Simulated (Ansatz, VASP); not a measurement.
# CdSe (CdSe(110)): VASP beside Ansatz, part 3 of 3

Aim: how closely do two programs agree when they are given the same cell, functional and k mesh? The structure shown is the end of the VASP relaxation below.

VASP 6.6.1 and Ansatz 0.2.0.

So far: Starting point; VASP: relaxation, PBE; Ansatz: single point, PBE; Comparison; Ansatz: band structure, PBE.

## (6) VASP: band structure, PBE

Level of this step: PBE; plane waves and PAW (Cd, Se) (VASP).

The same cell, functional, mesh and smearing now go to VASP, with its own data sets and cutoff.

INCAR

```
SYSTEM = CdSe
PREC = Normal
ENCUT = 320
EDIFF = 1E-06
NELM = 120
ISMEAR = 0
SIGMA = 0.03
LREAL = Auto
ALGO = Fast
GGA = PE
NBANDS = 100
LORBIT = 11
LWAVE = .FALSE.
LCHARG = .TRUE.
KPAR = 2
IDIPOL = 3
LDIPOL = .TRUE.
DIPOL = 0.5 0.5 0.5
LVHAR = .TRUE.
LVACPOTAV = .TRUE.
NEDOS = 1500
```

POSCAR

```
CdSe
1.0
    4.3805363187      0.0000000000      0.0000000000
    0.0000000000      6.1950138724      0.0000000000
    0.0000000000      0.0000000000     33.5221452749
Cd Se
9 9
Direct
    0.0000000000      0.0527462922      0.2525058832
    0.5000000000      0.4830919786      0.2988898397
    0.0000000000      0.9927019530      0.3694792592
    0.5000000000      0.4934131944      0.4332308154
    0.0000000000      0.9979419791      0.5000000000
    0.5000000000      0.4934131944      0.5667691846
    0.0000000000      0.9927019530      0.6305207408
    0.5000000000      0.4830919786      0.7011101603
    0.0000000000      0.0527462922      0.7474941168
    0.0000000000      0.7351438091      0.3043262732
    0.5000000000      0.2543214553      0.2317655529
    0.0000000000      0.7449645605      0.4346629573
    0.5000000000      0.2449410876      0.3672837530
    0.0000000000      0.7449645605      0.5653370427
    0.5000000000      0.2494093593      0.5000000000
    0.0000000000      0.7351438091      0.6956737268
    0.5000000000      0.2449410876      0.6327162470
    0.5000000000      0.2543214553      0.7682344471
```

KPOINTS

```
Automatic mesh
0
Gamma
6 4 1
0 0 0
```

KPOINTS_OPT

```
Line mode
14
Line-mode
Reciprocal
  0.00000000   0.00000000   0.00000000 GAMMA
  0.50000000   0.00000000   0.00000000 X

  0.50000000   0.00000000   0.00000000 X
  0.50000000   0.50000000   0.00000000 S

  0.50000000   0.50000000   0.00000000 S
  0.00000000   0.50000000   0.00000000 Y

  0.00000000   0.50000000   0.00000000 Y
  0.00000000   0.00000000   0.00000000 GAMMA

  0.00000000   0.00000000   0.00000000 GAMMA
  0.50000000   0.50000000   0.00000000 S
```

PAW data sets: Cd and Se (PBE family, release 64).

Started as:

```console
> mpirun -np 4 vasp_std
```

Numbers of over 12 decimals in the logs are rounded to 6 here.

Log:

```text
[banner, memory and clock lines left out]
running    4 mpi-ranks, on    1 nodes
[...]
LDA part: xc-table for (Slater+PW92), standard interpolation
 POSCAR, INCAR and KPOINTS ok, starting setup
[...]
entering main loop
       N       E                     dE             d eps       ncg     rms          rms(c)
DAV:   1     0.936090456244E+03    0.93609E+03   -0.54713E+04  2544   0.920E+02
DAV:   2     0.256242100444E+02   -0.91047E+03   -0.88389E+03  2796   0.269E+02
DAV:   3    -0.502366185167E+02   -0.75861E+02   -0.75072E+02  2696   0.719E+01
DAV:   4    -0.523499105847E+02   -0.21133E+01   -0.21031E+01  2736   0.112E+01
[...]
RMM:  17    -0.485491373632E+02   -0.50509E-05   -0.10789E-06  1893   0.185E-03    0.124E-03
RMM:  18    -0.485491427191E+02   -0.53559E-05   -0.56612E-07  1349   0.123E-03    0.427E-04
RMM:  19    -0.485491433730E+02   -0.65389E-06   -0.96152E-08  1375   0.896E-04
|                                                                             |
[...]
|     workfunction values.                                                    |
|                                                                             |

   1 F= -.48549143E+02 E0= -.48549143E+02  d E =-.819055E-12
 Start KPOINTS_OPT (optional k-point list driver)
k-point batch [1-12\70]
       N       E                     dE             ncg
DAV:   1    -0.411883838798E+04   -0.18229E+05     2584
DAV:   2    -0.149083803507E+05   -0.10790E+05     2768
DAV:   3    -0.157633289238E+05   -0.85495E+03     2724
DAV:   4    -0.157881377223E+05   -0.24809E+02     2712
[...]
DAV:   8    -0.157887959172E+05   -0.38101E-04     2304
DAV:   9    -0.157887959193E+05   -0.21032E-05     1872
DAV:  10    -0.157887959194E+05   -0.14528E-06     1568
[...]
k-point batch [61-70\70]
       N       E                     dE             ncg
DAV:   1    -0.321321334523E+04   -0.28336E+05     2208
DAV:   2    -0.119981557531E+05   -0.87849E+04     2292
DAV:   3    -0.126610844268E+05   -0.66293E+03     2240
DAV:   4    -0.126795046649E+05   -0.18420E+02     2304
[...]
DAV:   8    -0.126799832973E+05   -0.30717E-04     1920
DAV:   9    -0.126799832988E+05   -0.14716E-05     1600
DAV:  10    -0.126799832989E+05   -0.12556E-06     1384
```

Parts of OUTCAR (step 6):

```text
  Total       -0.8924930     -0.4263686     -0.5121201      0.0000000      0.0000000      0.0000000
  in kB       -1.5718606     -0.7509214     -0.9019470      0.0000000      0.0000000      0.0000000
  external PRESSURE =      -1.0749097 kB  Pullay stress =       0.0000000 kB

 POSITION                                       TOTAL-FORCE (eV/Angst)
 -----------------------------------------------------------------------------------
      0.00000      0.32676      8.46454        -0.000000      0.022035      0.004242
      2.19027      2.99276     10.01943        -0.000000      0.003618     -0.001126
      0.00000      6.14980     12.38574         0.000000     -0.001846      0.014526
      2.19027      3.05670     14.52283        -0.000000     -0.013166      0.011277
      0.00000      6.18226     16.76107        -0.000000     -0.007538      0.000000
      2.19027      3.05670     18.99932        -0.000000     -0.013166     -0.011277
      0.00000      6.14980     21.13641         0.000000     -0.001846     -0.014526
      2.19027      2.99276     23.50272        -0.000000      0.003618      0.001126
      0.00000      0.32676     25.05761        -0.000000      0.022035     -0.004242
      0.00000      4.55423     10.20167        -0.000000     -0.002046      0.005138
      2.19027      1.57552      7.76928        -0.000000      0.013559     -0.015561
      0.00000      4.61507     14.57083        -0.000000     -0.015073      0.012787
      2.19027      1.51741     12.31214         0.000000      0.011278      0.012410
      0.00000      4.61507     18.95131        -0.000000     -0.015073     -0.012787
[...]
-----------------------------------------------------------------------------------
    total drift:                               -0.000000     -0.009060     -0.000033

  FREE ENERGIE OF THE ION-ELECTRON SYSTEM (eV)
  ---------------------------------------------------
  free  energy   TOTEN  =       -48.5491433730 eV

  energy  without entropy=      -48.5491433730  energy(sigma->0) =      -48.54914337

[... 2 parts as in an earlier step ...]

[... 1 further part left out ...]
[key lines of the parts left out:]
E-fermi :  -1.8877
```

## (7) Comparison

Both answers:

```
                     quantity  Ansatz   VASP  difference
gap over the path points (eV)   0.899  0.894      +0.005
```

Levels at points of the path, from each program's valence-band top (eV; 4 filled, then empty):

```
k (reciprocal lattice)                                  Ansatz                                    VASP
     0.000 0.000 0.000   -0.15 -0.10 -0.05 0.00 0.90 1.55 2.18   -0.15 -0.10 -0.05 0.00 0.89 1.55 2.18
     0.077 0.000 0.000  -0.26 -0.23 -0.15 -0.12 1.20 1.75 2.34  -0.26 -0.23 -0.15 -0.12 1.20 1.75 2.34
     0.154 0.000 0.000  -0.47 -0.44 -0.28 -0.20 1.71 2.15 2.68  -0.47 -0.45 -0.28 -0.20 1.71 2.15 2.68
     0.269 0.000 0.000  -0.74 -0.71 -0.56 -0.33 2.44 2.74 3.10  -0.74 -0.72 -0.56 -0.33 2.44 2.74 3.10
     0.346 0.000 0.000  -1.00 -0.87 -0.67 -0.44 2.85 2.97 3.13  -1.00 -0.87 -0.67 -0.44 2.85 2.97 3.13
     0.423 0.000 0.000  -1.09 -0.91 -0.76 -0.58 2.89 2.93 3.34  -1.09 -0.91 -0.76 -0.58 2.88 2.92 3.33
     0.500 0.000 0.000  -1.09 -0.84 -0.80 -0.68 2.82 2.90 3.51  -1.10 -0.85 -0.80 -0.68 2.81 2.90 3.50
     0.500 0.077 0.000  -1.06 -0.84 -0.79 -0.68 2.87 2.92 3.52  -1.06 -0.85 -0.79 -0.68 2.86 2.92 3.51
     0.500 0.192 0.000  -0.95 -0.85 -0.76 -0.66 3.00 3.03 3.23  -0.95 -0.85 -0.76 -0.66 2.99 3.02 3.23
     0.500 0.269 0.000  -0.87 -0.86 -0.72 -0.64 2.86 2.98 3.02  -0.87 -0.86 -0.72 -0.64 2.85 2.98 3.01
```

At this near-relaxed geometry the largest component of a force difference is 37 meV/Å. Among the levels compared at these points, filled levels agree within 4 meV and empty ones within 10 meV.

## (8) What came out

```
difference in gap on the k mesh (single point, PBE)          : 0.0050 eV
r.m.s. force difference (single point, PBE)                  : 8.8 meV/Å
difference in gap over the path points (band structure, PBE) : 0.0050 eV
r.m.s. force difference (band structure, PBE)                : 8.8 meV/Å
```

**Reading.** The r.m.s. force difference is 8.8 meV/Å (single point, PBE), within the 12 meV/Å picked in this series as the mark of a large difference. Such differences can come from data sets, numerical settings and the points named under the comparisons, not from the functional's error against experiment.

[Lines on the potential files, build, host, timing and source positions are cut from VASP's logs without a mark.]

[Logs are printed without paths, hosts, clocks, repeated set-up lines and the standing remarks that a program may print on its own settings, such as how far it seeks lower states.]

[Hosts, paths, dates, database ids (printed as entryN), source tags and the programs' standing remarks are cut or masked in the printed files.]
